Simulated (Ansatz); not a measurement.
# Ta: enthalpy against pressure

Ta, Im-3m, a = 3.305 Å. Ansatz: r2SCAN, PAW, 500 eV, Γ-centred 18×18×18 mesh on 1 atom, Gaussian smearing 0.10 eV; no spin polarisation. Cell and atoms are relaxed at each pressure, and no other structure is tried, so the rows at high pressure may lie past a change of phase. y is the enthalpy over the state at zero pressure; there V0 = 18.045 Å³/atom. The pressures are the targets, met within 0.08 GPa.

```tsv
P (GPa)	y (eV/atom)
-2.0	-0.2263
0.0	0.0000
2.0	0.2241
5.0	0.5563
10.0	1.1002
20.0	?
40.0	4.1556
```

**Question.** Fit y = c1 P + c2 P² + c3 P³ to the other rows, say what c1 and c2 mean, and predict the missing value.

**Answer.** Least squares on the rows shown. y = 0.11259 P − 0.00026976 P² + 1.3096×10⁻⁶ P³. Since dH/dP = V, c1 is V0: 0.11259 eV/GPa × 160.2 = 18.037 Å³ against 18.045; c2 = −V0/(2B0) gives B0 = 209 GPa, where a Birch–Murnaghan fit to the volumes of the same runs (not shown) gives 202 GPa. At P = 20.0 the fit asked for gives 2.1544 eV/atom. The run gave 2.1546 eV/atom, so the fit is 0.0002 eV/atom too low, a small miss on the scale of the series.

Spin–orbit coupling is left out, which can shift energies with elements as heavy as these.